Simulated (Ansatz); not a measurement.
**Relaxing Cd**

The calculation used Ansatz 0.2.0, DFT PBE, scalar-relativistic, plane waves, PAW. Settings: 420 eV cutoff, 8×6×8 k-mesh, Gaussian smearing of 0.10 eV, no spin polarisation.

What was changed: 6 of 6 Hg sites taken by Cd, cell and atoms relaxed.

Input:

```yaml
crystal:
  lattice:
    - [3.9597906016, 3.9597906016, 0.0]
    - [-3.9597906016, 3.9597906016, 0.0]
    - [-1.9798953008, -1.9798953008, 4.4486081727]
  atoms:
    - { symbol: Cd, position: [0.0, 0.0, 0.0] }
    - { symbol: Cd, position: [0.1666666667, 0.5, 0.3333333333] }
    - { symbol: Cd, position: [0.5, 0.5, 0.0] }
    - { symbol: Cd, position: [0.3333333333, 0.0, 0.6666666667] }
    - { symbol: Cd, position: [0.6666666667, 0.0, 0.3333333333] }
    - { symbol: Cd, position: [0.8333333333, 0.5, 0.6666666667] }
basis:
  ecutwfc: 420
kpoints:
  mp_grid: { grid: [8, 6, 8] }
hamiltonian:
  xc: pbe
scf:
  occupations: { method: gaussian, width: 0.1 }
output:
  forces: true
  stress: true
  eigenvalues: true
relax:
  adjacent_minimum: "off"
  f_tol: 0.015
  max_steps: 60
  cell: { stress_tol: 0.15 }
```

F is the free energy. Steps run on the plane waves of an earlier cell, but the last one, and at times one on the way, on a freshly chosen basis, so a repeated geometry can differ a little in energy.

At step 3 the energy rises: a step can overshoot before the optimiser corrects it.

Steps:

```csv
step,F − F(1) (eV),largest force component (eV/Å),V (Å³/atom),P (GPa)
1,0.0000,0.000,23.251,-0.08
2,-0.0020,0.000,23.234,0.04
3,0.0508,0.000,23.661,0.61
4,-0.0050,0.000,23.456,-0.22
5,-0.0061,0.000,23.394,0.28
6,-0.0070,0.000,23.515,-0.07
7,-0.0074,0.000,23.515,-0.07
```

Relaxed structure:

```yaml
crystal:
  lattice:
    - [3.93287, 3.93287, 0.00000]
    - [-4.09039, 4.09039, 0.00000]
    - [-1.96643, -1.96643, 4.38529]
  atoms:
    - { symbol: Cd, position: [0.00000, 0.00000, 0.00000] }
    - { symbol: Cd, position: [0.16667, 0.50000, 0.33333] }
    - { symbol: Cd, position: [0.50000, 0.50000, 0.00000] }
    - { symbol: Cd, position: [0.33333, 0.00000, 0.66667] }
    - { symbol: Cd, position: [0.66667, 0.00000, 0.33333] }
    - { symbol: Cd, position: [0.83333, 0.50000, 0.66667] }
```

It takes space group Fmmm (No. 69, orthorhombic). The conventional cell has a = 2.924 Å, b = 5.562 Å, c = 5.785 Å, α = 90.00°, β = 90.00°, γ = 90.00°. Cd (site symmetry mmm) has 10 Cd at 2.92 to 3.24 Å as nearest neighbours.

The run converged. The run took roughly 2.3 core-minutes.